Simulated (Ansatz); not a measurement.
C4H10O can be A, `CC(C)(C)O`, or B, `COC(C)C`.

Isolated molecules relaxed with PBE0-D4/def2-TZVP in Ansatz; ΔE leaves out vibrations. CBS: MP2 limit from def2 TZ/QZ plus the TZ coupled-cluster correction, frozen cores. DFT in def2-TZVPP. B3LYP here is the variant with VWN-RPA as its local correlation; programs differ in this. One conformer a species, not always the lowest.

Problem. Which is lower in electronic energy at CCSD(T)/CBS, and by how much? (Estimate.)

Solution. Computed: A, by 60.3 kJ/mol.

Problem. Give E(B) − E(A) in kJ/mol with HF/def2-TZVPP, r2SCAN-D4, CCSD(T)/def2-SVP, B3LYP-D4, LDA (SPW92), B2PLYP, CCSD/def2-TZVPP. (Estimate.)

Solution. The calculation gave: HF/def2-TZVPP 45.0, r2SCAN-D4 55.5, CCSD(T)/def2-SVP 54.0, B3LYP-D4 49.0, LDA (SPW92) 56.1, B2PLYP 51.8, CCSD/def2-TZVPP 56.8. None reverses the order clearly.

Largest T1 diagnostic: 0.010.

Leaving LDA and LC-ωPBE aside and taking each functional with its dispersion term where it has one, the values, not all of them listed here, spread over 11.4 kJ/mol, from BLYP-D4 to PBE-QIDH. LDA lies +6.0 kJ/mol from PBE without D4. The D4 term adds +3.0 kJ/mol with B3LYP and +1.4 kJ/mol with PBE0; it sums over pairs of atoms, weighted by their polarisabilities, and B3LYP, whose exchange is more repulsive, gets the larger term.
